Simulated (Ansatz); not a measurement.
Born–Oppenheimer molecular dynamics of a periodic cell of 17 atoms, K (host K, host structure bcc, interstitial K). It starts from a relaxed structure.

Computed with DFT PBE, scalar-relativistic, plane waves, PAW (Ansatz). Settings: accuracy low, cutoff 420 eV, k mesh 1x1x1, fermi-dirac smearing 0.05 eV, no spin polarisation.

```yaml
ensemble: NVT, Nosé–Hoover chain
time_step: 2 fs
steps_asked: 300
set_temperature: 900 K
thermostat: time constant 100 fs, chain length 3
seed: 155281
```

Frames 10 fs apart, positions in Å, forces in eV/Å.

Velocities at 360.0 fs (Å/ps):

```
K 0.87 -1.54 -0.12
K -1.34 1.04 3.38
K -10.67 -6.29 -3.58
K 4.62 1.72 1.43
K -0.94 2.01 2.17
K 1.46 -5.57 6.51
K -1.94 2.38 -5.30
K 8.56 -2.52 0.35
K 0.36 4.63 -3.24
K -0.84 2.56 0.55
K 1.86 -4.62 -2.79
K -0.31 4.11 1.06
K 6.30 1.31 -2.09
K -0.54 -3.14 1.55
K -9.54 -4.47 -6.96
K 1.94 3.00 1.89
K 0.13 5.38 5.17
```

```xyz
17
Lattice="10.4600 0.0000 0.0000 0.0000 10.4600 0.0000 0.0000 0.0000 10.4600" Properties=species:S:1:pos:R:3:forces:R:3 time_fs=360.0 energy_less_start_eV=2.102 T=776
K -0.974 -0.092 -1.181 0.15 0.36 0.06
K 5.617 0.773 -1.554 -0.04 0.08 0.49
K -1.295 4.908 0.061 0.10 -0.09 0.42
K 1.629 -0.998 5.927 0.23 0.28 -0.10
K 2.863 1.502 2.902 -0.03 0.19 0.11
K 5.423 3.960 1.547 0.07 -0.04 -0.09
K 5.957 -0.232 5.658 -0.22 0.13 -0.39
K 9.165 1.439 3.727 0.13 0.60 0.21
K 1.613 6.355 3.281 -0.30 -0.29 0.03
K 2.562 8.958 0.775 0.04 0.11 -0.02
K 2.587 2.864 7.942 -0.14 0.10 -0.07
K 5.097 6.263 4.847 0.06 -0.03 0.09
K 8.433 9.091 2.257 -0.20 -0.63 -0.18
K 7.788 3.938 7.306 -0.04 -0.21 -0.29
K 1.143 6.768 8.366 0.39 -0.30 0.09
K 5.588 7.197 9.438 0.01 -0.11 -0.06
K 8.665 7.835 6.655 -0.21 -0.14 -0.29
17
Lattice="10.4600 0.0000 0.0000 0.0000 10.4600 0.0000 0.0000 0.0000 10.4600" Properties=species:S:1:pos:R:3:forces:R:3 time_fs=370.0 energy_less_start_eV=2.143 T=791
K -0.964 -0.103 -1.181 0.15 0.40 0.06
K 5.603 0.784 -1.514 -0.01 0.06 0.44
K -1.402 4.844 0.030 0.17 -0.07 0.46
K 1.679 -0.977 5.940 0.22 0.24 -0.08
K 2.853 1.525 2.925 -0.03 0.18 0.09
K 5.439 3.903 1.612 0.08 -0.01 -0.09
K 5.935 -0.206 5.599 -0.19 0.15 -0.35
K 9.254 1.421 3.733 0.10 0.60 0.23
K 1.613 6.398 3.249 -0.30 -0.30 0.04
K 2.554 8.985 0.780 0.03 0.09 -0.07
K 2.603 2.819 7.913 -0.15 0.13 -0.07
K 5.095 6.304 4.859 0.07 -0.05 0.09
K 8.494 9.097 2.234 -0.23 -0.62 -0.15
K 7.782 3.904 7.317 -0.07 -0.20 -0.36
K 1.051 6.719 8.296 0.45 -0.32 0.15
K 5.607 7.226 9.457 -0.02 -0.13 -0.04
K 8.664 7.888 6.703 -0.27 -0.13 -0.35
17
Lattice="10.4600 0.0000 0.0000 0.0000 10.4600 0.0000 0.0000 0.0000 10.4600" Properties=species:S:1:pos:R:3:forces:R:3 time_fs=380.0 energy_less_start_eV=2.153 T=820
K -0.949 -0.105 -1.180 0.16 0.42 0.06
K 5.589 0.797 -1.462 0.02 0.03 0.38
K -1.506 4.776 0.010 0.23 -0.04 0.48
K 1.735 -0.950 5.952 0.19 0.17 -0.05
K 2.842 1.552 2.951 -0.04 0.17 0.08
K 5.457 3.845 1.676 0.08 0.01 -0.07
K 5.907 -0.176 5.531 -0.15 0.18 -0.29
K 9.346 1.418 3.745 0.05 0.56 0.23
K 1.605 6.435 3.217 -0.29 -0.32 0.05
K 2.546 9.015 0.784 0.03 0.08 -0.11
K 2.617 2.776 7.882 -0.16 0.16 -0.07
K 5.094 6.345 4.873 0.06 -0.06 0.09
K 8.551 9.087 2.206 -0.24 -0.59 -0.12
K 7.774 3.864 7.321 -0.08 -0.18 -0.41
K 0.969 6.661 8.230 0.49 -0.33 0.18
K 5.627 7.252 9.474 -0.05 -0.15 -0.03
K 8.656 7.939 6.744 -0.31 -0.11 -0.40
17
Lattice="10.4600 0.0000 0.0000 0.0000 10.4600 0.0000 0.0000 0.0000 10.4600" Properties=species:S:1:pos:R:3:forces:R:3 time_fs=390.0 energy_less_start_eV=2.132 T=866
K -0.930 -0.096 -1.178 0.16 0.44 0.06
K 5.575 0.812 -1.399 0.05 0.00 0.32
K -1.607 4.706 0.002 0.28 -0.02 0.49
K 1.797 -0.918 5.962 0.15 0.10 -0.02
K 2.830 1.585 2.980 -0.03 0.17 0.05
K 5.477 3.786 1.740 0.08 0.03 -0.05
K 5.875 -0.141 5.454 -0.09 0.19 -0.24
K 9.442 1.428 3.763 -0.01 0.50 0.22
K 1.590 6.464 3.186 -0.27 -0.33 0.07
K 2.540 9.048 0.785 0.04 0.07 -0.14
K 2.627 2.736 7.848 -0.16 0.19 -0.06
K 5.095 6.385 4.890 0.05 -0.08 0.08
K 8.603 9.062 2.175 -0.25 -0.53 -0.07
K 7.764 3.818 7.314 -0.09 -0.16 -0.45
K 0.897 6.593 8.166 0.50 -0.33 0.20
K 5.646 7.275 9.492 -0.07 -0.17 -0.03
K 8.639 7.988 6.776 -0.33 -0.08 -0.42
17
Lattice="10.4600 0.0000 0.0000 0.0000 10.4600 0.0000 0.0000 0.0000 10.4600" Properties=species:S:1:pos:R:3:forces:R:3 time_fs=400.0 energy_less_start_eV=2.084 T=925
K -0.906 -0.076 -1.174 0.17 0.44 0.05
K 5.562 0.826 -1.327 0.07 -0.02 0.26
K -1.703 4.634 0.006 0.32 0.01 0.46
K 1.864 -0.883 5.972 0.10 0.00 0.02
K 2.817 1.622 3.010 -0.03 0.17 0.02
K 5.500 3.726 1.803 0.08 0.06 -0.03
K 5.841 -0.101 5.370 -0.03 0.20 -0.19
K 9.540 1.451 3.787 -0.09 0.43 0.19
K 1.568 6.486 3.155 -0.25 -0.33 0.09
K 2.534 9.083 0.782 0.04 0.06 -0.15
K 2.634 2.700 7.811 -0.15 0.21 -0.06
K 5.097 6.424 4.909 0.04 -0.10 0.06
K 8.650 9.024 2.141 -0.26 -0.46 -0.02
K 7.751 3.768 7.295 -0.09 -0.13 -0.47
K 0.836 6.516 8.106 0.49 -0.30 0.21
K 5.663 7.294 9.509 -0.09 -0.19 -0.02
K 8.614 8.036 6.798 -0.33 -0.05 -0.43
17
Lattice="10.4600 0.0000 0.0000 0.0000 10.4600 0.0000 0.0000 0.0000 10.4600" Properties=species:S:1:pos:R:3:forces:R:3 time_fs=410.0 energy_less_start_eV=2.021 T=990
K -0.878 -0.044 -1.168 0.16 0.42 0.04
K 5.550 0.841 -1.248 0.09 -0.03 0.20
K -1.793 4.561 0.021 0.36 0.03 0.42
K 1.935 -0.848 5.983 0.04 -0.10 0.06
K 2.803 1.665 3.042 -0.03 0.17 -0.01
K 5.525 3.666 1.867 0.08 0.08 0.01
K 5.805 -0.054 5.279 0.04 0.20 -0.15
K 9.637 1.485 3.816 -0.17 0.35 0.17
K 1.540 6.500 3.127 -0.21 -0.33 0.10
K 2.529 9.120 0.776 0.04 0.04 -0.15
K 2.636 2.669 7.773 -0.13 0.24 -0.04
K 5.100 6.462 4.930 0.02 -0.12 0.04
K 8.691 8.973 2.107 -0.26 -0.38 0.03
K 7.736 3.713 7.265 -0.09 -0.10 -0.46
K 0.786 6.430 8.050 0.46 -0.26 0.20
K 5.678 7.309 9.525 -0.10 -0.20 -0.02
K 8.581 8.084 6.809 -0.29 -0.02 -0.41
17
Lattice="10.4600 0.0000 0.0000 0.0000 10.4600 0.0000 0.0000 0.0000 10.4600" Properties=species:S:1:pos:R:3:forces:R:3 time_fs=420.0 energy_less_start_eV=1.958 T=1053
K -0.846 -0.002 -1.161 0.15 0.40 0.02
K 5.541 0.855 -1.162 0.10 -0.04 0.14
K -1.876 4.487 0.047 0.40 0.06 0.35
K 2.008 -0.814 5.996 -0.03 -0.20 0.09
K 2.788 1.712 3.074 -0.03 0.18 -0.06
K 5.553 3.608 1.933 0.07 0.11 0.04
K 5.769 -0.002 5.182 0.11 0.19 -0.12
K 9.732 1.529 3.849 -0.26 0.27 0.14
K 1.505 6.506 3.100 -0.17 -0.33 0.11
K 2.525 9.159 0.766 0.05 0.03 -0.13
K 2.636 2.643 7.733 -0.11 0.26 -0.03
K 5.104 6.496 4.952 0.00 -0.14 0.02
K 8.726 8.912 2.072 -0.27 -0.30 0.07
K 7.718 3.655 7.222 -0.09 -0.07 -0.44
K 0.747 6.336 7.997 0.41 -0.20 0.18
K 5.691 7.319 9.542 -0.11 -0.21 -0.02
K 8.540 8.132 6.811 -0.23 0.00 -0.37
17
Lattice="10.4600 0.0000 0.0000 0.0000 10.4600 0.0000 0.0000 0.0000 10.4600" Properties=species:S:1:pos:R:3:forces:R:3 time_fs=430.0 energy_less_start_eV=1.909 T=1105
K -0.809 0.051 -1.154 0.14 0.37 0.00
K 5.534 0.868 -1.072 0.11 -0.05 0.08
K -1.950 4.413 0.081 0.43 0.08 0.27
K 2.081 -0.784 6.011 -0.08 -0.29 0.11
K 2.772 1.765 3.105 -0.03 0.19 -0.10
K 5.582 3.551 2.000 0.07 0.14 0.08
K 5.735 0.056 5.081 0.17 0.15 -0.09
K 9.821 1.579 3.887 -0.35 0.19 0.12
K 1.466 6.504 3.076 -0.13 -0.32 0.12
K 2.522 9.199 0.753 0.05 0.01 -0.11
K 2.633 2.623 7.692 -0.07 0.27 -0.01
K 5.108 6.528 4.976 -0.02 -0.15 0.00
K 8.756 8.842 2.039 -0.27 -0.22 0.10
K 7.698 3.595 7.168 -0.08 -0.03 -0.39
K 0.717 6.236 7.949 0.34 -0.13 0.16
K 5.702 7.324 9.558 -0.11 -0.22 -0.02
K 8.493 8.181 6.804 -0.16 0.01 -0.33
17
Lattice="10.4600 0.0000 0.0000 0.0000 10.4600 0.0000 0.0000 0.0000 10.4600" Properties=species:S:1:pos:R:3:forces:R:3 time_fs=440.0 energy_less_start_eV=1.885 T=1140
K -0.768 0.114 -1.147 0.11 0.32 -0.01
K 5.529 0.879 -0.978 0.11 -0.06 0.02
K -2.014 4.341 0.123 0.45 0.10 0.18
K 2.153 -0.762 6.029 -0.13 -0.36 0.13
K 2.754 1.823 3.133 -0.03 0.19 -0.15
K 5.614 3.497 2.070 0.07 0.18 0.11
K 5.706 0.118 4.977 0.24 0.10 -0.06
K 9.903 1.635 3.928 -0.43 0.12 0.10
K 1.423 6.494 3.054 -0.08 -0.31 0.13
K 2.520 9.240 0.736 0.04 -0.02 -0.08
K 2.628 2.609 7.650 -0.02 0.28 0.02
K 5.111 6.557 5.000 -0.04 -0.16 -0.02
K 8.779 8.766 2.008 -0.27 -0.14 0.11
K 7.676 3.533 7.104 -0.08 0.00 -0.33
K 0.695 6.131 7.904 0.26 -0.05 0.14
K 5.710 7.323 9.575 -0.12 -0.23 -0.02
K 8.441 8.230 6.788 -0.08 0.02 -0.27
17
Lattice="10.4600 0.0000 0.0000 0.0000 10.4600 0.0000 0.0000 0.0000 10.4600" Properties=species:S:1:pos:R:3:forces:R:3 time_fs=450.0 energy_less_start_eV=1.892 T=1154
K -0.725 0.185 -1.140 0.08 0.28 -0.02
K 5.528 0.890 -0.883 0.12 -0.06 -0.03
K -2.068 4.271 0.170 0.47 0.13 0.09
K 2.223 -0.748 6.051 -0.17 -0.42 0.14
K 2.736 1.886 3.159 -0.03 0.20 -0.20
K 5.648 3.447 2.143 0.06 0.22 0.13
K 5.681 0.183 4.870 0.29 0.04 -0.04
K 9.975 1.695 3.972 -0.51 0.05 0.08
K 1.378 6.477 3.036 -0.03 -0.30 0.14
K 2.519 9.280 0.718 0.04 -0.04 -0.04
K 2.622 2.603 7.608 0.03 0.28 0.04
K 5.114 6.582 5.023 -0.07 -0.17 -0.04
K 8.795 8.686 1.979 -0.28 -0.07 0.11
K 7.652 3.470 7.031 -0.08 0.04 -0.25
K 0.679 6.025 7.862 0.19 0.03 0.13
K 5.715 7.317 9.591 -0.11 -0.23 -0.02
K 8.387 8.281 6.766 -0.01 0.03 -0.21
17
Lattice="10.4600 0.0000 0.0000 0.0000 10.4600 0.0000 0.0000 0.0000 10.4600" Properties=species:S:1:pos:R:3:forces:R:3 time_fs=460.0 energy_less_start_eV=1.928 T=1146
K -0.679 0.264 -1.133 0.05 0.23 -0.03
K 5.529 0.899 -0.789 0.12 -0.06 -0.09
K -2.110 4.204 0.218 0.49 0.15 0.00
K 2.289 -0.744 6.075 -0.19 -0.45 0.14
K 2.717 1.955 3.179 -0.04 0.20 -0.24
K 5.683 3.402 2.220 0.06 0.28 0.14
K 5.664 0.249 4.762 0.32 -0.05 -0.01
K 10.035 1.756 4.018 -0.57 0.00 0.07
K 1.332 6.452 3.021 0.02 -0.28 0.14
K 2.520 9.320 0.699 0.03 -0.07 0.00
K 2.618 2.603 7.567 0.08 0.27 0.07
K 5.114 6.603 5.045 -0.08 -0.18 -0.06
K 8.805 8.604 1.952 -0.28 -0.01 0.10
K 7.625 3.408 6.952 -0.08 0.07 -0.17
K 0.668 5.918 7.822 0.12 0.10 0.11
K 5.718 7.305 9.606 -0.11 -0.23 -0.02
K 8.332 8.333 6.738 0.06 0.04 -0.15
17
Lattice="10.4600 0.0000 0.0000 0.0000 10.4600 0.0000 0.0000 0.0000 10.4600" Properties=species:S:1:pos:R:3:forces:R:3 time_fs=470.0 energy_less_start_eV=1.989 T=1120
K -0.631 0.348 -1.127 0.01 0.18 -0.03
K 5.533 0.907 -0.696 0.12 -0.06 -0.14
K -2.140 4.140 0.268 0.50 0.18 -0.07
K 2.351 -0.752 6.104 -0.19 -0.46 0.13
K 2.697 2.028 3.193 -0.03 0.20 -0.28
K 5.720 3.365 2.301 0.06 0.35 0.14
K 5.655 0.315 4.653 0.33 -0.16 0.02
K 10.082 1.817 4.066 -0.61 -0.06 0.06
K 1.286 6.420 3.009 0.06 -0.26 0.15
K 2.520 9.358 0.679 0.01 -0.10 0.04
K 2.615 2.610 7.527 0.15 0.24 0.08
K 5.113 6.619 5.066 -0.10 -0.19 -0.08
K 8.808 8.522 1.928 -0.28 0.06 0.08
K 7.597 3.348 6.868 -0.08 0.11 -0.08
K 0.660 5.814 7.786 0.05 0.17 0.10
K 5.718 7.287 9.621 -0.11 -0.23 -0.02
K 8.278 8.386 6.706 0.12 0.05 -0.10
```

Of the whole run (600 fs, mean temperature of the second half 931 K): The conserved energy stayed within 0.018 meV per atom of its start (net change 0.0098 meV per atom), so the integration is sound. A run of 0.6 ps of so small a system gives no equilibrium averages. Limits of this set-up: coarse k mesh, low accuracy level.

The run took 11 min on 2 threads of Arm Neoverse V1, with other jobs on the host, peak memory 0.73 GiB.
